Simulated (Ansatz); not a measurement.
Crystal: Li.

```
Li
1.0
    -1.75465    1.75465    1.75465
     1.75465   -1.75465    1.75465
     1.75465    1.75465   -1.75465
Li
1
Direct
  0.00000 0.00000 0.00000
```

| Quantity | Value |
| --- | --- |
| Program | Ansatz 0.2.0 |
| Task | relaxation of cell and atoms |
| Functional | RPBE |
| Dispersion | D3(BJ) |
| Potentials or basis | Ansatz PAW |
| Cutoff | 420 eV (not typed: the program's choice for these potentials) |
| k mesh | 11 × 11 × 11 |
| Occupations | fermi-dirac, width 0.05 eV |
| Spin | no spin polarisation |

At the start: volume 21.61 Å³/atom.

Task: Where does the relaxation end?

Result: It ends after 7 steps and the volume is 11.93 Å³/atom (-44.8 %); space group Im-3m (No. 229, to 0.05 Å).

Step by step:
```csv
step,energy change (eV),largest force (eV/Å),volume (Å³)
1,0.0000,0.0000,21.61
2,-0.1495,0.0000,18.60
3,-0.2758,0.0000,15.88
4,-0.3589,0.0000,13.45
5,-0.3775,0.0000,11.77
6,-0.3778,0.0000,11.93
7,-0.3774,0.0000,11.93
```

Final structure:
```xyz
1
Lattice="-1.4395 1.4395 1.4395 1.4395 -1.4395 1.4395 1.4395 1.4395 -1.4395" Properties=species:S:1:pos:R:3 pbc="T T T"
Li    0.0000    0.0000    0.0000
```

The cell as given is a measured one (21.61 Å³/atom); RPBE+D3(BJ) puts the equilibrium volume -44.8 % from it, thermal expansion not counted.

Caveat: the potentials were made for another functional, which shifts forces and pressure; the volume moved by over 15 % at a fixed basis, so the end points are rough; the plane-wave basis is chosen anew once the cell has moved, so the energies of steps on either side of that aren't comparable; the volume moved by -45 % from the deposited cell, more than functionals usually miss.
